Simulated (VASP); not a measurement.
Crystal: TiSe2.

```
Ti Se
1.0
     3.48353    0.00000    0.00000
    -1.74177    3.01683    0.00000
     0.00000    0.00000    5.85705
Ti Se
1 2
Direct
  0.00000 0.00000 0.00000
  0.33333 0.66667 0.26520
  0.66667 0.33333 0.73480
```

Base run:

- Program: VASP 6.6.1
- Functional: LDA
- Potentials or basis: VASP PAW LDA potentials, release 64 (Ti_sv, Se)
- Cutoff: 520 eV
- k mesh: 12 × 12 × 6
- Occupations: methfessel-paxton, width 0.1 eV
- Spin: no spin polarisation

Its results: pressure -3.0 GPa; largest force 0.310 eV/Å.

Task: The run is repeated on the same cell with these changes: functional from LDA to PBE; potentials or basis from VASP PAW LDA potentials, release 64 (Ti_sv, Se) to VASP PAW PBE potentials, release 64 (Ti_sv, Se). What comes out?

Result: Pressure 3.6 GPa; largest force 0.011 eV/Å.
